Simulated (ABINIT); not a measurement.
Rh:

```
Rh
1.0
     0.00000    1.89785    1.89785
     1.89785    0.00000    1.89785
     1.89785    1.89785    0.00000
Rh
1
Cartesian
  0.0000 0.0000 0.0000
```

Base run:

| Quantity | Value |
| --- | --- |
| Program | ABINIT 10.8.3 (patched build) |
| Functional | BLYP |
| Potentials or basis | JTH PAW PBE v2.0 |
| Cutoff | 435 eV |
| k mesh | 12 × 12 × 12 |
| Occupations | fermi-dirac, width 0.05 eV |
| Spin | no spin polarisation |

Its results: band gap on the k mesh none (metal or under the smearing width); pressure 21.3 GPa.

After a change of settings the same cell gave: band gap on the k mesh none (metal or under the smearing width); pressure 1.3 GPa. Which change was it?
A. functional from BLYP to HCTH407; cutoff from 435 eV to 544 eV; fine-grid cutoff from 870.764 eV to 1088.46 eV
B. functional from BLYP to PBE; k mesh from 12 × 12 × 12 to 5 × 5 × 5
C. functional from BLYP to PBE; potentials or basis from JTH PAW PBE v2.0 to PseudoDojo NC SR PBE v0.5 standard; cutoff from 435 eV to 1197 eV
D. spin from no spin polarisation to spin-orbit coupling, no magnetisation

A.

Caveats: so large a pressure means that the cell lies far from this level's equilibrium, or that cutoff or potentials fall short (some runs); the potentials were made for another functional, which shifts forces and pressure (some runs); the PAW data sets were made with another functional, which shifts forces and pressure a little (some runs).

Not every run made on this cell is shown here.
